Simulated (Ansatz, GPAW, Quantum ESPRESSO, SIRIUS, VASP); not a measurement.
## BiTe: 6 runs at one level of theory

```
Bi Te
1.0
     0.00000    3.23500    3.23500
     3.23500    0.00000    3.23500
     3.23500    3.23500    0.00000
Bi Te
1 1
Direct
  0.98294 0.99120 0.02381
  0.49611 0.49225 0.50219
```

Atoms were shifted at random by some hundredths of an Å from the given cell, which wasn't relaxed again for these runs.

Alike in all runs: task single point; functional PBEsol; k mesh 7 × 7 × 7; occupations fermi-dirac, width 0.05 eV; no spin polarisation; no spin-orbit coupling. Pressure is positive in compression and, in plane waves, holds the error of the finite cutoff, which Ansatz's Pulay term estimates and takes out.

```tsv
program and potentials	plane-wave cutoff (eV)	notes	pressure (GPa)	largest force (eV/Å)	energy over the undisturbed cell (meV/atom)
Ansatz, Ansatz PAW	420	potentials made for PBE, which Ansatz adapts in part; 15.5 valence electrons an atom on average; Pulay term of +0.03 GPa included	-1.42	0.225	4.78
SIRIUS, PseudoDojo 0.4.1 PBEsol standard (scalar relativistic)	1102	15.5 valence electrons an atom on average	-1.37	0.231	-
GPAW, PAW data sets generated for this functional	600	10.5 valence electrons an atom on average	-1.63	0.223	4.75
VASP, PBE PAW files Bi_d, Te, 520 eV	520	potentials made for PBE; 10.5 valence electrons an atom on average	-1.44	0.227	-
Quantum ESPRESSO, PseudoDojo 0.4.1 SR PBEsol standard	1088	15.5 valence electrons an atom on average	-1.37	0.230	4.88
Ansatz, all-electron LAPW, scalar-relativistic	-	-	-1.40	0.225	-
```

Force on atom 1 (Bi), eV/Å:

| program and potentials | x | y | z |
| --- | --- | --- | --- |
| Ansatz, Ansatz PAW | -0.176 | -0.071 | 0.121 |
| SIRIUS, PseudoDojo 0.4.1 PBEsol standard (scalar relativistic) | -0.180 | -0.073 | 0.123 |
| GPAW, PAW data sets generated for this functional | -0.175 | -0.071 | 0.119 |
| VASP, PBE PAW files Bi_d, Te, 520 eV | -0.178 | -0.072 | 0.122 |
| Quantum ESPRESSO, PseudoDojo 0.4.1 SR PBEsol standard | -0.180 | -0.073 | 0.123 |
| Ansatz, all-electron LAPW, scalar-relativistic | -0.176 | -0.071 | 0.121 |

The pressure spans -1.63 (GPAW, PAW data sets generated for this functional) to -1.37 GPa (SIRIUS, PseudoDojo 0.4.1 PBEsol standard (scalar relativistic)), with all-electron results at -1.40.

The functional is the same throughout but for its coding, so the spread measures potentials, basis and numerics; runs on potential files found faulty are left out.

The force on Bi points back towards its octahedral site in every run, almost exactly antiparallel to its displacement relative to Te. The energy cost also fits a nearly harmonic well, so the rocksalt arrangement resists this polar, zone-centre shift of the sublattices. Compared with the group IV tellurides, BiTe has an extra p electron per formula unit. This electron enters antibonding p states and probably makes the cell metallic, which would screen the dipolar forces and weaken the drive towards off-centring seen in GeTe.

The negative pressure means that the cell is larger than PBEsol favours. Its size is the least certain in GPAW, whose -1.63 GPa stands apart although its forces do not. The frozen Te 4d shell alone can't explain this, since VASP with the same valence count gives -1.44 GPa; residual basis-set stress is one possibility. Stability against zone-boundary modes, or against the layered structure known for BiTe, doesn't follow from this restoring force.
